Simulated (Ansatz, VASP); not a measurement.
CuO: VASP beside Ansatz

```
Cu O
1.0
     2.86017    0.00000    0.00000
     0.03881    2.85995    0.00000
     0.01738    0.01713    5.14160
Cu O
2 2
Direct
  0.00000 0.50000 0.00000
  0.50000 0.00000 0.50000
  0.99842 0.00167 0.74989
  0.00158 0.99833 0.25011
```

The cell comes from a database or a generator and needn't be the stable form of this composition.

Alike in both runs: task single point; functional PBE; k mesh 9 × 9 × 5; occupations fermi-dirac, width 0.05 eV; no spin polarisation.

|  | VASP | Ansatz |
| --- | --- | --- |
| version | VASP 6.6.1 | Ansatz 0.2.0 |
| potentials or method | VASP PAW PBE potentials, release 64 (Cu, O) | Ansatz PAW |
| plane-wave cutoff (eV) | 520 | 420 |
| valence electrons in the cell | 34 | 50 |

Ansatz gave:

| Quantity | Value |
| --- | --- |
| gap on the k mesh at the Fermi level (eV) | none |
| pressure (GPa) | 9.6 |
| largest component of the traceless stress (GPa) | 0.28 |
| rms of the force components (eV/Å) | 0.005 |

Problem. What did VASP give for the same quantities?

Solution. gap on the k mesh at the Fermi level (eV): none; pressure (GPa): 10.4; largest component of the traceless stress (GPa): 0.08; rms of the force components (eV/Å): 0.005.

Atom by atom the forces differ by 0.000 eV/Å (rms over components). A gap of «none» marks a metal or a gap that the smearing closes. The two sets of potentials don't hold the same shells in valence.

Caveats: the run has no spin polarisation, though such a crystal can be magnetic; semilocal functionals often make such compounds metallic where correlation or magnetic order opens a gap, which also shifts bond lengths; the pressure holds a Pulay correction of +0.7 GPa for the finite cutoff (Ansatz).
